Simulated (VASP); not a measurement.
# Bi (Im-3m) in VASP: further runs

One crystal, Bi, is run at these levels: PBE+D3(BJ); tasks: single point, relaxation of cell and atoms.

All numbers are computed with VASP 6.6.1; they aren't measurements. Logs are shortened: lines on timing, memory, paths and dates and some standing lists are left out, and cuts for length are marked.

## 1. Starting point

Symmetry: Im-3m, No. 229, cubic system. Conventional cell: a = 3.919 Å, b = 3.919 Å, c = 3.919 Å, α = 90.00°, β = 90.00°, γ = 90.00°. Around Bi (site symmetry m-3m) lie 8 Bi at 3.39 Å.

This isn't the form of Bi at room conditions, which is rhombohedral.

## 2. Single point, PBE+D3(BJ)

The input, INCAR:

```
PREC = Accurate
ENCUT = 520
EDIFF = 1E-6
ISMEAR = 0
SIGMA = 0.1
LREAL = False
LASPH = True
NELM = 80
ALGO = Fast
ISIF = 2
LWAVE = False
LCHARG = False
GGA = PE
IVDW = 12
NBANDS = 14
```

The input, KPOINTS:

```
regular mesh
0
Gamma
  16 16 16
```

The input, POSCAR:

```
Bi
1.0
   -1.9594689774      1.9594689774      1.9594689774
    1.9594689774     -1.9594689774      1.9594689774
    1.9594689774      1.9594689774     -1.9594689774
Bi
1
Direct
    0.0000000000      0.0000000000      0.0000000000
```

Potentials or basis: VASP PAW PBE potentials, release 64 (Bi_d).

Run with:

```console
> cat potpaw_PBE.64/Bi_d/POTCAR > POTCAR
> mpirun -np 1 vasp_std > vasp.out
```

OUTCAR:

```text
PREC = Accurate
   ENCUT = 520
   EDIFF = 1E-6
   ISMEAR = 0
   LREAL = False
   LASPH = True
   NELM = 80
   ISIF = 2
   GGA = PE
   IVDW = 12
 IVDW          = 12

 ion  position               nearest neighbor table
   1  0.000  0.000  0.000-

  LATTYP: Found a body centered cubic cell.
 ALAT       =     3.9189379548

  Lattice vectors:

 A1 = (  -1.9594689774,   1.9594689774,   1.9594689774)
 A2 = (   1.9594689774,  -1.9594689774,   1.9594689774)
 A3 = (   1.9594689774,   1.9594689774,  -1.9594689774)

Analysis of symmetry for initial positions (statically):
=====================================================================
 Subroutine PRICEL returns:
 Original cell was already a primitive cell.

 Routine SETGRP: Setting up the symmetry group for a
 body centered cubic supercell.

 Subroutine GETGRP returns: Found 48 space group operations
 (whereof 48 operations were pure point group operations)
 out of a pool of 48 trial point group operations.

The static configuration has the point symmetry O_h .

Analysis of symmetry for dynamics (positions and initial velocities):
=====================================================================
 Subroutine PRICEL returns:
 Original cell was already a primitive cell.

 Routine SETGRP: Setting up the symmetry group for a
 body centered cubic supercell.

 Subroutine GETGRP returns: Found 48 space group operations
 (whereof 48 operations were pure point group operations)
 out of a pool of 48 trial point group operations.

The dynamic configuration has the point symmetry O_h .

 Subroutine INISYM returns: Found 48 space group operations
 (whereof 48 operations are pure point group operations),
 and found     1 'primitive' translations

----------------------------------------------------------------------------------------

                                     Primitive cell

  volume of cell :      30.0937

  direct lattice vectors                    reciprocal lattice vectors
    -1.959468977  1.959468977  1.959468977     0.000000000  0.255171174  0.255171174
     1.959468977 -1.959468977  1.959468977     0.255171174  0.000000000  0.255171174
     1.959468977  1.959468977 -1.959468977     0.255171174  0.255171174  0.000000000

  length of vectors
     3.393899825  3.393899825  3.393899825     0.360866535  0.360866535  0.360866535

  position of ions in fractional coordinates (direct lattice)
[... 86 lines left out ...]
   TEBEG  =    0.0;   TEEND  =   0.0 temperature during run
   PSTRESS=    0.0 pullay stress
   NELECT =      15.0000    total number of electrons
   NUPDOWN=      -1.0000    fix difference up-down
   EMIN   =  10.00;   EMAX   =-10.00  energy-range for DOS
   EFERMI =   0.00;   METHOD = LEGACY
   ISMEAR =     0;   SIGMA  =   0.10  broadening in eV -4-tet -1-fermi 0-gaus
   EFERMI_NEDOS =   21; number of points for ismear=-14 and -15
   IALGO  =     68    algorithm
   IMIX   =      4    mixing-type and parameters
     AMIX     =   0.40;   BMIX     =  1.00
     AMIX_MAG =   1.60;   BMIX_MAG =  1.00
  volume/ion in A,a.u.               =      30.09       203.08
  Fermi-wavevector in a.u.,A,eV,Ry     =   1.298016  2.452895 22.923731  1.684847
  Thomas-Fermi vector in A             =   2.429372
   LORBIT       =      0    0 simple, 1 ext, 2 COOP (PROOUT), +10 PAW based schemes
   GGA     = PE    functional components
   LHFCALC =     F    Hartree Fock is set to
   AEXX    =    0.0000 exact exchange contribution
   IVDW    =    12    specifies the selected vdW correction
   LEPSILON=     F    determine dielectric tensor
   LRPA    =     F    only Hartree local field effects (RPA)
 non-spin polarized calculation
 RMM-DIIS sequential band-by-band and
 Gauss-broadening in eV      SIGMA  =   0.10
  energy-cutoff  :      520.00
  volume of cell :       30.09
 maximum number of plane-waves:       856
 NGX is ok and might be reduce to    28
   NGX = 13   NGY = 13   NGZ = 13

 number of electron      14.9999998 magnetization

 Free energy of the ion-electron system (eV)
  ---------------------------------------------------
  ext. energy  EPLUGINS =         0.00000000
  ---------------------------------------------------
  free energy    TOTEN  =        -3.74366541 eV

  energy without entropy =       -3.74006217  energy(sigma->0) =       -3.74186379

 E-fermi :   8.3310     XC(G=0): -10.4540

 val. band max:        8.3011569347   @ k =  -0.4375   0.5000   0.1250
 cond. band min:       8.3481857282   @ k =   0.3125   0.1250   0.0625
 fundamental gap:      0.0470287935
 Fermi energy:         8.3310258947

 k-point     1 :       0.0000    0.0000    0.0000
  band No.  band energies     occupation
      1     -14.7263      2.00000
      2     -14.7263      2.00000
      3     -14.7263      2.00000
      4     -14.5827      2.00000
      5     -14.5827      2.00000
      6      -5.4149      2.00000
      7      13.7091      0.00000
      8      13.7091      0.00000
      9      13.7091      0.00000
     10      17.9126      0.00000
     11      18.8258      0.00000
     12      18.8258      0.00000
     13      18.8258      0.00000
     14      20.2390      0.00000
[... 377 lines left out ...]
      1     -14.7406      2.00000
      2     -14.6818      2.00000
      3     -14.6051      2.00000
      4     -14.5974      2.00000
      5     -14.5438      2.00000
      6      -2.9229      2.00000
      7       5.2877      2.00000
      8       8.2049      1.92542
      9      11.3429      0.00000
     10      16.4194      0.00000
     11      17.8526      0.00000
     12      20.1619      0.00000
     13      22.3653      0.00000
     14      22.6663      0.00000

 [... further k-points ...]

------------------------ aborting loop because EDIFF is reached ----------------------------------------

 Edisp (eV)   -0.52369

 E8    (eV) :    -0.2573

  FORCE on cell =-STRESS in cart. coord.  units (eV):
  Direction    XX          YY          ZZ          XY          YZ          ZX
  --------------------------------------------------------------------------------------
  -------------------------------------------------------------------------------------
  Total      -0.01259    -0.01259    -0.01259    -0.00000    -0.00000     0.00000
  in kB      -0.67022    -0.67022    -0.67022    -0.00000    -0.00000     0.00000
  external pressure =       -0.67 kB  Pullay stress =        0.00 kB

 VOLUME and BASIS-vectors are now :
 -----------------------------------------------------------------------------
  energy-cutoff  :      520.00
  volume of cell :       30.09
      direct lattice vectors                 reciprocal lattice vectors
    -1.959468977  1.959468977  1.959468977     0.000000000  0.255171174  0.255171174
     1.959468977 -1.959468977  1.959468977     0.255171174  0.000000000  0.255171174
     1.959468977  1.959468977 -1.959468977     0.255171174  0.255171174  0.000000000

 POSITION                                       TOTAL-FORCE (eV/Angst)
 -----------------------------------------------------------------------------------
      0.00000      0.00000      0.00000        -0.000000     -0.000000      0.000000
 -----------------------------------------------------------------------------------
    total drift:                               -0.000000     -0.000000     -0.000000

  FREE ENERGIE OF THE ION-ELECTRON SYSTEM (eV)
  ---------------------------------------------------
  free  energy   TOTEN  =        -4.2673599144 eV

  energy  without entropy=       -4.2637566765  energy(sigma->0) =       -4.26555830
```

It took 1.8 min on 1 thread of Intel Xeon Platinum 8375C at 2.90GHz (Ice Lake), shared host; peak memory 0.2 GiB.

What came out:

```
Free energy                : -4.2674 eV
Pressure                   : -0.1 GPa
Band gap on the k mesh     : none (metal or under the smearing width)
Dispersion energy per atom : -0.524 eV
```

Caveat: spin-orbit coupling is left out, which moves the levels of the heavy elements; pairwise dispersion overbinds metals, which lowers pressure and volume.

## 3. Relaxation of cell and atoms, PBE+D3(BJ)

This run uses another cell than the first one, of 31.12 Å³/atom, 1.034 times its volume.

The input, INCAR:

```
ALGO = Normal
EDIFF = 1E-6
EDIFFG = -0.005
ENCUT = 600
GGA = PE
IBRION = 2
ISIF = 3
ISMEAR = 0
IVDW = 12
LASPH = T
LCHARG = F
LREAL = F
LWAVE = F
NELM = 60
NSW = 100
PREC = Accurate
SIGMA = 0.1
```

The input, KPOINTS:

```
k-points
0
Gamma
  16 16 16
```

The input, POSCAR:

```
Bi
1.0
   -1.9814305318      1.9814305318      1.9814305318
    1.9814305318     -1.9814305318      1.9814305318
    1.9814305318      1.9814305318     -1.9814305318
Bi
1
Direct
    0.0000000000      0.0000000000      0.0000000000
```

Potentials or basis: VASP PAW PBE potentials, release 64 (Bi_d).

Run with:

```console
> cat potpaw_PBE.64/Bi_d/POTCAR > POTCAR
> mpirun -np 1 vasp_std > vasp.out
```

Run time: 1.9 min. Hardware: 1 thread of Intel Xeon Platinum 8375C at 2.90GHz (Ice Lake), shared host; peak memory 0.21 GiB.

It converged, with:

```yaml
Free_energy: -4.2675 eV
Relaxed_volume: 30.07 Å³/atom
Relaxed_cell: a = 3.393 Å, b = 3.393 Å, c = 3.393 Å, α = 109.47°, β = 109.47°, γ = 109.47°
Space_group_after_relaxing_to_0.05_Å: Im-3m (No. 229)
Energy_gained_by_relaxing: 6.0 meV/atom
Ionic_steps: 3
Pressure_after_relaxing: 0.0 GPa
Band_gap_on_the_k_mesh: none (metal or under the smearing width)
Dispersion_energy_per_atom: -0.524 eV
```

Step by step:
```tsv
step	energy change (eV)	largest force (eV/Å)	pressure (GPa)	volume (Å³)
1	0.0000	0.0000	-1.75	31.12
2	-0.0046	0.0000	0.92	29.61
3	-0.0060	0.0000	0.03	30.07
```

Final structure:
```yaml
crystal:
  lattice:
    - [-1.95906, 1.95906, 1.95906]
    - [1.95906, -1.95906, 1.95906]
    - [1.95906, 1.95906, -1.95906]
  atoms:
    - { symbol: Bi, position: [0.00000, 0.00000, 0.00000] }
```

Levels at points of the mesh, in eV from the Fermi level:
| k point | band 5 | band 6 | band 7 | band 8 | band 9 | band 10 |
| --- | --- | --- | --- | --- | --- | --- |
| (0.00, 0.00, 0.00) | -22.91 | -13.75 | 5.38 | 5.38 | 5.38 | 9.59 |
| (0.50, 0.00, 0.00) | -22.82 | -10.51 | -5.26 | 1.65 | 3.57 | 6.10 |
| (0.50, 0.50, 0.50) | -22.84 | -8.24 | -1.87 | -1.87 | -1.87 | 3.51 |

Caveat: spin-orbit coupling is left out, which moves the levels of the heavy elements; pairwise dispersion overbinds metals, which lowers pressure and volume.
